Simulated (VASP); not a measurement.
# Os (P6_3/mmc) in VASP: notebook, part 2 of 2

VASP 6.6.1. Earlier steps stand in the parts before.

### Step 5. Relaxation of cell and atoms, LDA

Input file INCAR:

```
  PREC = Accurate
  ENCUT = 600
  EDIFF = 1E-6
  ISMEAR = -1
  SIGMA = 0.05
  LREAL = F
  LASPH = T
  NELM = 80
  ALGO = Normal
  ISIF = 3
  LWAVE = F
  LCHARG = F
  GGA = CA
  IBRION = 2
  NSW = 40
  EDIFFG = -0.01
```

Input file KPOINTS:

```
Automatic mesh
0
Gamma
  11 11 6
```

Input file POSCAR:

```
Os
1.0
    2.7341000000      0.0000000000      0.0000000000
   -1.3670500000      2.3678000565      0.0000000000
    0.0000000000      0.0000000000      4.3197000000
Os
2
Direct
    0.6666666667      0.3333333333      0.7500000000
    0.3333333333      0.6666666667      0.2500000000
```

Potentials or basis: VASP PAW LDA potentials, release 64 (Os).

Run with:

```
cat potpaw_LDA.64/Os/POTCAR > POTCAR
mpirun -np 1 vasp_std > vasp.out
```

OUTCAR:

```text
PREC = Accurate
   ENCUT = 600
   EDIFF = 1E-6
   ISMEAR = -1
   LREAL = F
   LASPH = T
   NELM = 80
   ISIF = 3
   GGA = CA
   IBRION = 2
   NSW = 40
   EDIFFG = -0.01

 ion  position               nearest neighbor table
   1  0.667  0.333  0.750-   2 2.68   2 2.68   2 2.68   2 2.68   2 2.68   2 2.68
   2  0.333  0.667  0.250-   1 2.68   1 2.68   1 2.68   1 2.68   1 2.68   1 2.68

  LATTYP: Found a hexagonal cell.
 ALAT       =     2.7341000000
 C/A-ratio  =     1.5799348963

  Lattice vectors:

 A1 = (   2.7341000000,   0.0000000000,   0.0000000000)
 A2 = (  -1.3670500000,   2.3678000565,   0.0000000000)
 A3 = (   0.0000000000,   0.0000000000,   4.3197000000)

Analysis of symmetry for initial positions (statically):
=====================================================================
 Subroutine PRICEL returns:
 Original cell was already a primitive cell.

 Routine SETGRP: Setting up the symmetry group for a
 hexagonal supercell.

 Subroutine GETGRP returns: Found 24 space group operations
 (whereof 12 operations were pure point group operations)
 out of a pool of 24 trial point group operations.

The static configuration has the point symmetry D_3d.
 The point group associated with its full space group is D_6h.

Analysis of symmetry for dynamics (positions and initial velocities):
=====================================================================
 Subroutine PRICEL returns:
 Original cell was already a primitive cell.

 Routine SETGRP: Setting up the symmetry group for a
[... 217 lines left out ...]
--------------------------------------- Ionic step        2  -------------------------------------------

 number of electron      16.0000000 magnetization

 E-fermi :  10.9220     XC(G=0): -14.7392

 val. band max:       10.9014639050   @ k =   0.0909   0.0000   0.3333
 cond. band min:      10.9834834890   @ k =   0.3636   0.0909   0.3333
 fundamental gap:      0.0820195840
 Fermi energy:        10.9219554342

 k-point     1 :       0.0000    0.0000    0.0000
  band No.  band energies     occupation
      1      -0.7842      2.00000
      2       2.2316      2.00000
      3       7.4199      2.00000
      4       7.4199      2.00000
      5       7.7568      2.00000
      6       8.4172      2.00000
      7       8.4172      2.00000
      8       9.1406      2.00000
      9       9.1406      2.00000
     10      11.2209      0.00506
     11      12.9196      0.00000
     12      12.9196      0.00000
[... 656 lines left out ...]
--------------------------------------- Ionic step        4  -------------------------------------------

 number of electron      16.0000001 magnetization

 Free energy of the ion-electron system (eV)
  ---------------------------------------------------
  ext. energy  EPLUGINS =         0.00000000
  ---------------------------------------------------
  free energy    TOTEN  =       -25.30194685 eV

  energy without entropy =      -25.28896680  energy(sigma->0) =      -25.29545682

 E-fermi :   9.6119     XC(G=0): -14.2803

 val. band max:        9.5880029878   @ k =   0.3636  -0.0000   0.3333
 cond. band min:       9.6747785930   @ k =   0.3636   0.0909   0.3333
 fundamental gap:      0.0867756053
 Fermi energy:         9.6119079554

 k-point     1 :       0.0000    0.0000    0.0000
  band No.  band energies     occupation
      1      -1.3609      2.00000
      2       1.7358      2.00000
      3       6.5200      2.00000
      4       6.5200      2.00000
      5       6.7785      2.00000
      6       7.3858      2.00000
      7       7.3858      2.00000
      8       8.0478      2.00000
      9       8.0478      2.00000
     10       9.8175      0.03220
     11      11.3895      0.00000
     12      11.3895      0.00000
[... 614 lines left out ...]
  FREE ENERGIE OF THE ION-ELECTRON SYSTEM (eV)
  ---------------------------------------------------
  free  energy   TOTEN  =       -25.3019468478 eV

  energy  without entropy=      -25.2889668022  energy(sigma->0) =      -25.29545682

 reached required accuracy - stopping structural energy minimisation
```

Run time: 64 s. Hardware: 1 thread of Intel Xeon Platinum 8488C (Sapphire Rapids), shared host; peak memory 0.16 GiB.

Results:

```
Free energy                            : -25.3019 eV
Relaxed volume                         : 13.74 Å³/atom
Relaxed cell                           : a = 2.719 Å, b = 2.719 Å, c = 4.293 Å, α = 90.00°, β = 90.00°, γ = 120.00°
Space group after relaxing (to 0.05 Å) : P6_3/mmc (No. 194)
Energy gained by relaxing              : 5.9 meV/atom
Ionic steps                            : 4
Pressure after relaxing                : 0.0 GPa
Band gap on the k mesh                 : none (metal or under the smearing width)
```

Stress tensor (GPa, compression positive):
```
-0.11  0.00  0.00
 0.00 -0.11  0.00
 0.00  0.00  0.08
```

The path:
```csv
step,energy change (eV),largest force (eV/Å),pressure (GPa),volume (Å³)
1,0.0000,0.0000,-7.63,27.96
2,0.2619,0.0000,44.48,25.36
3,-0.0117,0.0000,-0.32,27.50
4,-0.0117,0.0000,-0.04,27.48
```

Final structure:
```
Os
1.0
     2.71872    0.00000    0.00000
    -1.35936    2.35448    0.00000
     0.00000    0.00000    4.29344
Os
2
Direct
  0.66667 0.33333 0.75000
  0.33333 0.66667 0.25000
```

### Step 6. Single point, PBE

Input file INCAR:

```
PREC = Accurate
ENCUT = 520
EDIFF = 1E-6
ISMEAR = 0
SIGMA = 0.012
LREAL = False
LASPH = True
NELM = 60
ALGO = Normal
ISIF = 2
LWAVE = False
LCHARG = True
GGA = PE
LELF = True
LVHAR = True
NBANDS = 15
```

KPOINTS is that of step 5.

POSCAR is that of step 5.

Potentials or basis: VASP PAW PBE potentials, release 64 (Os).

Run with:

```
cat potpaw_PBE.64/Os/POTCAR > POTCAR
mpirun -np 1 vasp_std > vasp.out
```

It took 13 s on 1 thread of Intel Xeon Platinum 8559C (Emerald Rapids), shared host; peak memory 0.15 GiB.

Results (log left out):

```yaml
Free_energy: -22.4679 eV
Pressure: 8.8 GPa
Band_gap_on_the_k_mesh: none (metal or under the smearing width)
```

Stress tensor (GPa, compression positive):
```
8.70 0.00 0.00
0.00 8.70 0.00
0.00 0.00 8.98
```

Levels at points of the mesh, in eV from the Fermi level:
| k point | band 6 | band 7 | band 8 | band 9 | band 10 | band 11 |
| --- | --- | --- | --- | --- | --- | --- |
| (0.00, 0.00, 0.00) | -2.14 | -2.14 | -1.50 | -1.50 | 0.09 | 1.75 |
| (0.00, 0.00, 0.50) | -3.18 | -3.18 | -3.18 | 0.96 | 0.96 | 0.96 |

### Step 7. Summary

```tsv
task	level	potentials or basis	cell	cutoff (eV)	smearing	gap on the mesh (eV)	pressure (GPa)	relaxed volume (Å³/atom)
single point	PBE	VASP PAW PBE potentials, release 64 (Os)	as given	520	gaussian 0.014 eV	none	8.7	-
single point	PBE	VASP PAW PBE potentials, release 64 (Os)	as given	520	gaussian 0.011 eV	none	8.8	-
relaxation of cell and atoms	PBE	VASP PAW PBE potentials, release 64 (Os)	relaxed	600	fermi-dirac 0.05 eV	none	0.2	14.27
relaxation of cell and atoms	LDA	VASP PAW LDA potentials, release 64 (Os)	relaxed	600	fermi-dirac 0.05 eV	none	0.0	13.74
single point	PBE	VASP PAW PBE potentials, release 64 (Os)	as given	520	gaussian 0.012 eV	none	8.8	-
```

Alike in all rows: no spin polarisation; k mesh 11 × 11 × 6.

Absolute energies hang on the potentials; compare differences alone.
